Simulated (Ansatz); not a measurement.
# Equation of state of BeS

```yaml
crystal:
  lattice:
    - [0.00000, 2.43765, 2.43765]
    - [2.43765, 0.00000, 2.43765]
    - [2.43765, 2.43765, 0.00000]
  atoms:
    - { symbol: Be, position: [0.00000, 0.00000, 0.00000] }
    - { symbol: S, position: [0.25000, 0.25000, 0.25000] }
```

The cell was built from the zincblende type and relaxed in the same program, and has space group F-43m; it needn't be a known or the stable phase.

All numbers are computed: DFT, PBE, all-electron LAPW, scalar-relativistic (Ansatz 0.2.0); DFT, PBE, PAW with Ansatz's default frozen-core files, scalar-relativistic (Ansatz 0.2.0).

For LAPW: a Γ-centred 12×12×12 k mesh, Fermi–Dirac smearing of 0.05 eV, basis error target 1 meV/atom, no spin polarisation. PAW takes a cutoff of 420 eV at this cell. The Ansatz runs share mesh, smearing and spin set-up. Plane-wave (PAW) pressures include the program's estimate of the Pulay term.

The cell above is scaled evenly, with fractional coordinates and shape held.

| V/V(cell) | V (Å³/atom) | P, LAPW (GPa) | P, PAW (GPa) | gap on the k mesh, LAPW (eV) | free energy over the lowest listed, PAW (meV/atom) |
| --- | --- | --- | --- | --- | --- |
| 0.9600 | 13.906 | 4.12 | 4.15 | 3.05 | 7.3 |
| 0.9800 | 14.195 | 1.98 | 2.00 | 3.10 | 1.8 |
| 1.0000 | 14.485 | 0.03 | 0.04 | 3.15 | 0.0 |
| 1.0200 | 14.775 | -1.75 | -1.73 | 3.19 | 1.6 |
| 1.0400 | 15.064 | -3.36 | -3.35 | 3.23 | 6.2 |

Task: What do Birch–Murnaghan fits to the pressures give?

Result: LAPW: V0 = 14.49 Å³/atom, B0 = 93 GPa, B0′ = 3.8; PAW: V0 = 14.49 Å³/atom, B0 = 93 GPa, B0′ = 3.8.

PAW's V0 lies 0.02 % from the all-electron value and its B0 0.1 %. Symmetry fixes shape and coordinates here, so this is the relaxed modulus.
